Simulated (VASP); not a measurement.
# In2O3 (R-3c) in VASP: further runs

Runs on In2O3. Level: LDA. Tasks: single point.

Program: VASP 6.6.1. These are calculated values, not measurements. Logs are shortened: lines on timing, memory, paths and dates and some standing lists are left out, and cuts for length are marked.

## 1. The crystal as given

The structure is trigonal, space group R-3c (No. 167). The conventional cell has a = 5.487 Å, b = 5.487 Å, c = 14.510 Å, α = 90.00°, β = 90.00°, γ = 120.00°. Around In (site symmetry 3) lie 6 O at 2.12 to 2.26 Å. Around O (site symmetry 2) lie 4 In at 2.12 to 2.26 Å.

## 2. Single point, LDA

INCAR reads:

```
ADDGRID = False
ALGO = Normal
EDIFF = 1E-7
ENCUT = 450
ISIF = 2
ISMEAR = 0
LASPH = True
LCHARG = False
LREAL = False
LWAVE = False
NELM = 100
PREC = Accurate
SIGMA = 0.05
```

KPOINTS reads:

```
k-points
0
Gamma
  3 3 3
```

POSCAR reads:

```
In2O3
1.0
    2.7435000000      1.5839604635      4.8366666667
   -2.7435000000      1.5839604635      4.8366666667
    0.0000000000     -3.1679209270      4.8366666667
In O
4 6
Direct
    0.8573100000      0.8573100000      0.8573100000
    0.6426900000      0.6426900000      0.6426900000
    0.1426900000      0.1426900000      0.1426900000
    0.3573100000      0.3573100000      0.3573100000
    0.0480000000      0.7500000000      0.4520000000
    0.7500000000      0.4520000000      0.0480000000
    0.4520000000      0.0480000000      0.7500000000
    0.9520000000      0.2500000000      0.5480000000
    0.2500000000      0.5480000000      0.9520000000
    0.5480000000      0.9520000000      0.2500000000
```

Potentials or basis: VASP PAW LDA potentials, release 64 (In_d, O).

Run with:

```console
$ cat potpaw_LDA.64/In_d/POTCAR potpaw_LDA.64/O/POTCAR > POTCAR
$ mpirun -np 1 vasp_std > vasp.out
```

OUTCAR:

```text
EDIFF = 1E-7
   ENCUT = 450
   ISIF = 2
   ISMEAR = 0
   LASPH = True
   LREAL = False
   NELM = 100
   PREC = Accurate

 Found      6 irreducible k-points:

 Following reciprocal coordinates:
            Coordinates               Weight
  0.000000  0.000000  0.000000      1.000000
  0.333333 -0.000000  0.000000      6.000000
  0.333333  0.333333  0.000000      6.000000
 -0.333333  0.333333  0.000000      6.000000
  0.333333  0.333333  0.333333      2.000000
 -0.333333  0.333333  0.333333      6.000000
   k-points           NKPTS =      6   k-points in BZ     NKDIM =      6   number of bands    NBANDS=     52
   number of dos      NEDOS =    301   number of ions     NIONS =     10
   total plane-waves  NPLWV =  64000
   dimension x,y,z NGX =    40 NGY =   40 NGZ =   40
   dimension x,y,z NGXF=    80 NGYF=   80 NGZF=   80
   ions per type =               4   6
   NGX,Y,Z   is equivalent  to a cutoff of  11.50, 11.50, 11.50 a.u.
   NGXF,Y,Z  is equivalent  to a cutoff of  23.00, 23.00, 23.00 a.u.
 SYSTEM =  unknown system
   PREC   = accura    normal or accurate (medium, high low for compatibility)
   ISTART =      0    job   : 0-new  1-cont  2-samecut
   ICHARG =      2    charge: 1-file 2-atom 10-const
   ISPIN  =      1    spin polarized calculation?
   LNONCOLLINEAR =      F non collinear calculations
   LSORBIT =      F    spin-orbit coupling
   LASPH  =      T    aspherical Exc in radial PAW
   ENCUT  =  450.0 eV  33.07 Ry    5.75 a.u.  10.00 10.00 10.00*2*pi/ulx,y,z
   NELM   =    100;   NELMIN=  2; NELMDL= -5     # of ELM steps
   EDIFF  = 0.1E-06   stopping-criterion for ELM
   LREAL  =      F    real-space projection
   EDIFFG = 0.1E-05   stopping-criterion for IOM
   NSW    =      0    number of steps for IOM
   IBRION =     -1    ionic relax: 0-MD 1-quasi-New 2-CG
   NFREE  =      0    steps in history (QN), initial steepest desc. (CG)
   ISIF   =      2    stress and relaxation
   ISYM   =      2    0-nonsym 1-usesym 2-fastsym
   POTIM  = 0.5000    time-step for ionic-motion
   TEBEG  =    0.0;   TEEND  =   0.0 temperature during run
   PSTRESS=    0.0 pullay stress
   NELECT =      88.0000    total number of electrons
   NUPDOWN=      -1.0000    fix difference up-down
   EMIN   =  10.00;   EMAX   =-10.00  energy-range for DOS
   EFERMI =   0.00;   METHOD = LEGACY
   ISMEAR =     0;   SIGMA  =   0.05  broadening in eV -4-tet -1-fermi 0-gaus
   EFERMI_NEDOS =   21; number of points for ismear=-14 and -15
   IALGO  =     38    algorithm
   IMIX   =      4    mixing-type and parameters
     AMIX     =   0.40;   BMIX     =  1.00
     AMIX_MAG =   1.60;   BMIX_MAG =  1.00
  volume/ion in A,a.u.               =      12.61        85.10
  Fermi-wavevector in a.u.,A,eV,Ry     =   1.452068  2.744010 28.687886  2.108500
  Thomas-Fermi vector in A             =   2.569492
   LORBIT       =      0    0 simple, 1 ext, 2 COOP (PROOUT), +10 PAW based schemes
   GGA     = CA    functional components
   LHFCALC =     F    Hartree Fock is set to
   AEXX    =    0.0000 exact exchange contribution
   IVDW    =     0    specifies the selected vdW correction
   LEPSILON=     F    determine dielectric tensor
   LRPA    =     F    only Hartree local field effects (RPA)
 non-spin polarized calculation
 Gauss-broadening in eV      SIGMA  =   0.05
  energy-cutoff  :      450.00
  volume of cell :      126.11
 maximum number of plane-waves:      2753
   NGX = 19   NGY = 19   NGZ = 19

 number of electron      87.9999962 magnetization

 Free energy of the ion-electron system (eV)
  ---------------------------------------------------
  ext. energy  EPLUGINS =         0.00000000
  ---------------------------------------------------
  free energy    TOTEN  =       -63.65979003 eV

  energy without entropy =      -63.65979003  energy(sigma->0) =      -63.65979003

 E-fermi :   5.5654     XC(G=0): -11.7565

 val. band max:        5.3043809722   @ k =   0.3333  -0.0000   0.0000
 cond. band min:       6.5046168580   @ k =   0.0000   0.0000   0.0000
 fundamental gap:      1.2002358858
 Fermi energy:         5.5654402634

 k-point     1 :       0.0000    0.0000    0.0000
  band No.  band energies     occupation
      1     -12.1137      2.00000
      2     -11.1938      2.00000
      3     -11.1938      2.00000
      4     -10.9493      2.00000
      5     -10.9493      2.00000
      6     -10.8433      2.00000
[... 44 lines left out ...]
     51      14.3436      0.00000
     52      14.6108      0.00000

 k-point     2 :       0.3333   -0.0000    0.0000
  band No.  band energies     occupation
      1     -11.8103      2.00000
      2     -11.2250      2.00000
      3     -11.1433      2.00000
      4     -11.1282      2.00000
      5     -11.0178      2.00000
      6     -10.9562      2.00000
[... 44 lines left out ...]
     51      14.4567      0.00000
     52      15.2295      0.00000

 k-point     3 :       0.3333    0.3333    0.0000
  band No.  band energies     occupation
      1     -11.7815      2.00000
      2     -11.3081      2.00000
      3     -11.1638      2.00000
      4     -11.0773      2.00000
      5     -11.0192      2.00000
      6     -10.8827      2.00000
[... 44 lines left out ...]
     51      13.7897      0.00000
     52      15.3615      0.00000

 k-point     4 :      -0.3333    0.3333    0.0000
  band No.  band energies     occupation
      1     -11.5081      2.00000
      2     -11.4774      2.00000
      3     -11.2088      2.00000
      4     -11.0925      2.00000
      5     -11.0200      2.00000
      6     -10.9313      2.00000
[... 44 lines left out ...]
     51      14.0689      0.00000
     52      14.8612      0.00000

 k-point     5 :       0.3333    0.3333    0.3333
  band No.  band energies     occupation
      1     -11.8275      2.00000
      2     -11.1953      2.00000
      3     -11.1353      2.00000
      4     -11.1353      2.00000
      5     -11.0132      2.00000
      6     -11.0132      2.00000
[... 44 lines left out ...]
     51      14.7305      0.00000
     52      14.7423      0.00000

 k-point     6 :      -0.3333    0.3333    0.3333
  band No.  band energies     occupation
      1     -11.5160      2.00000
      2     -11.4790      2.00000
      3     -11.2065      2.00000
      4     -11.0982      2.00000
      5     -11.0208      2.00000
      6     -10.9374      2.00000
[... 44 lines left out ...]
     51      14.2385      0.00000
     52      14.3711      0.00000

------------------------ aborting loop because EDIFF is reached ----------------------------------------

  FORCE on cell =-STRESS in cart. coord.  units (eV):
  Direction    XX          YY          ZZ          XY          YZ          ZX
  --------------------------------------------------------------------------------------
  -------------------------------------------------------------------------------------
  Total       -2.6469024     -2.6469024     -3.0935487      0.0000000      0.0000000      0.0000000
  in kB      -33.6280590    -33.6280590    -39.3025590      0.0000000      0.0000000      0.0000000
  external PRESSURE =     -35.5195590 kB  Pullay stress =       0.0000000 kB

 VOLUME and BASIS-vectors are now :
 -----------------------------------------------------------------------------
  energy-cutoff  :      450.00
  volume of cell :      126.11
      direct lattice vectors                 reciprocal lattice vectors
     2.743500000  1.583960463  4.836666667     0.182248952  0.105221482  0.068917988
    -2.743500000  1.583960463  4.836666667    -0.182248952  0.105221482  0.068917988
     0.000000000 -3.167920927  4.836666667     0.000000000 -0.210442963  0.068917988

 POSITION                                       TOTAL-FORCE (eV/Angst)
 -----------------------------------------------------------------------------------
      0.00000      0.00000     12.43957        -0.000000      0.000000     -0.106614
      0.00000      0.00000      9.32543        -0.000000      0.000000      0.106614
      0.00000      0.00000      2.07043        -0.000000      0.000000      0.106614
      0.00000      0.00000      5.18457        -0.000000      0.000000     -0.106614
     -1.92594     -0.16790      6.04583        -0.087306     -0.151218     -0.000000
      0.81756      1.75186      6.04583        -0.087306      0.151218     -0.000000
      1.10837     -1.58396      6.04583         0.174612      0.000000     -0.000000
      1.92594      0.16790      8.46417         0.087306      0.151218     -0.000000
     -0.81756     -1.75186      8.46417         0.087306     -0.151218     -0.000000
     -1.10837      1.58396      8.46417        -0.174612      0.000000     -0.000000
 -----------------------------------------------------------------------------------
    total drift:                               -0.000000     -0.000000      0.000000

  FREE ENERGIE OF THE ION-ELECTRON SYSTEM (eV)
  ---------------------------------------------------
  free  energy   TOTEN  =       -63.6597900250 eV

  energy  without entropy=      -63.6597900250  energy(sigma->0) =      -63.65979003
```

Wall time 35 s (1 thread of Intel Xeon Platinum 8559C (Emerald Rapids), shared host); peak memory 0.19 GiB.

The run converged, but some of its settings lie outside the range that counts as converged, so its numbers aren't taken as properties of the crystal.

What came out:

```yaml
Free_energy: -63.6598 eV
Largest_force: 0.175 eV/Å
Band_gap_on_the_k_mesh: 1.20 eV, indirect (least direct gap 1.25 eV)
```

Caveat: the k mesh is coarse (spacing up to 0.46 Å⁻¹), so the values aren't converged; the cutoff is under 1.25 times the usual one of these potentials, so pressure, stress and relaxed cells hold a basis-set (Pulay) error; spin-orbit coupling is left out, which moves the levels of the heavy elements; an odd mesh through Γ misses points on the zone boundary, where band edges often lie.

## 3. Single point, LDA

INCAR, as its differences from that of step 2:

```diff
@@ -3,3 +3,3 @@
 EDIFF = 1E-7
-ENCUT = 450
+ENCUT = 550
 ISIF = 2
```

KPOINTS is that of step 2.

POSCAR is that of step 2.

Potentials or basis: VASP PAW LDA potentials, release 64 (In_d, O).

Run with:

```console
$ cat potpaw_LDA.64/In_d/POTCAR potpaw_LDA.64/O/POTCAR > POTCAR
$ mpirun -np 1 vasp_std > vasp.out
```

Run time: 63 s. Hardware: 1 thread of Intel Xeon Platinum 8559C (Emerald Rapids), shared host; peak memory 0.25 GiB.

These settings aren't checked as converged: the numbers below hold their error.

Results:

- Free energy: -63.6341 eV
- Pressure: -2.6 GPa
- Largest force: 0.172 eV/Å
- Band gap on the k mesh: 1.20 eV, indirect (least direct gap 1.25 eV)

Caveat: the k mesh is coarse (spacing up to 0.46 Å⁻¹), so the values aren't converged; spin-orbit coupling is left out, which moves the levels of the heavy elements; an odd mesh through Γ misses points on the zone boundary, where band edges often lie.

## 4. Single point, LDA

INCAR, as its differences from that of step 3:

```diff
@@ -3,3 +3,3 @@
 EDIFF = 1E-7
-ENCUT = 550
+ENCUT = 250
 ISIF = 2
```

KPOINTS reads:

```
k-points
0
Gamma
  5 5 5
```

POSCAR is that of step 3.

Run with:

```console
$ cat potpaw_LDA.64/In_d/POTCAR potpaw_LDA.64/O/POTCAR > POTCAR
$ mpirun -np 1 vasp_std > vasp.out
```

Run time: 40 s. Hardware: 1 thread of Intel Xeon Platinum 8559C (Emerald Rapids), shared host; peak memory 0.15 GiB.

The run converged, but a check on its numbers failed (symmetry, net force, bounds or a known fault of this set-up), so they aren't taken as properties of the crystal.

Caveat: the cutoff lies under the usual one of these potentials, so the numbers hold a large basis-set error; a pressure of tens of GPa on the cell as given is suspect, and the run, the potentials or the cell itself is likely at fault; spin-orbit coupling is left out, which moves the levels of the heavy elements; an odd mesh through Γ misses points on the zone boundary, where band edges often lie.

## 5. Single point, LDA

INCAR, as its differences from that of step 4:

```diff
@@ -3,3 +3,3 @@
 EDIFF = 1E-7
-ENCUT = 250
+ENCUT = 450
 ISIF = 2
```

KPOINTS reads:

```
k-points
0
Gamma
  4 4 4
```

POSCAR is that of step 4.

Run with:

```console
$ cat potpaw_LDA.64/In_d/POTCAR potpaw_LDA.64/O/POTCAR > POTCAR
$ mpirun -np 1 vasp_std > vasp.out
```

It took 77 s on 1 thread of Intel Xeon Platinum 8559C (Emerald Rapids), shared host; peak memory 0.21 GiB.

These settings aren't checked as converged: the numbers below hold their error.

What came out:

- Free energy: -63.6686 eV
- Largest force: 0.176 eV/Å
- Band gap on the k mesh: 1.21 eV, indirect (least direct gap 1.25 eV)

Caveat: the cutoff is under 1.25 times the usual one of these potentials, so pressure, stress and relaxed cells hold a basis-set (Pulay) error; spin-orbit coupling is left out, which moves the levels of the heavy elements.

## 6. Single point, LDA

INCAR, as its differences from that of step 5:

```diff
@@ -12,2 +12,2 @@
 PREC = Accurate
-SIGMA = 0.05
+SIGMA = 0.2
```

KPOINTS is that of step 5.

POSCAR is that of step 5.

Potentials or basis: VASP PAW LDA potentials, release 64 (In_d, O).

Run with:

```console
$ cat potpaw_LDA.64/In_d/POTCAR potpaw_LDA.64/O/POTCAR > POTCAR
$ mpirun -np 1 vasp_std > vasp.out
```

Run time: 78 s. Hardware: 1 thread of Intel Xeon Platinum 8559C (Emerald Rapids), shared host; peak memory 0.21 GiB.

The run converged, but some of its settings lie outside the range that counts as converged, so its numbers aren't taken as properties of the crystal.

Results:

```yaml
Free_energy: -63.6686 eV
Largest_force: 0.176 eV/Å
Band_gap_on_the_k_mesh: 1.21 eV, indirect (least direct gap 1.25 eV)
```

Caveat: the cutoff is under 1.25 times the usual one of these potentials, so pressure, stress and relaxed cells hold a basis-set (Pulay) error; spin-orbit coupling is left out, which moves the levels of the heavy elements.

## 7. For comparison

An earlier run on the cell as given: functional PBE; potentials or basis VASP PAW PBE potentials, release 64 (In_d, O); cutoff 520 eV; k mesh 6 × 6 × 6; occupations fermi-dirac, width 0.05 eV; no spin polarisation.

- Pressure: 9.0 GPa
- Largest force: 0.139 eV/Å
- Band gap on the k mesh: 1.30 eV, indirect (least direct gap 1.34 eV)
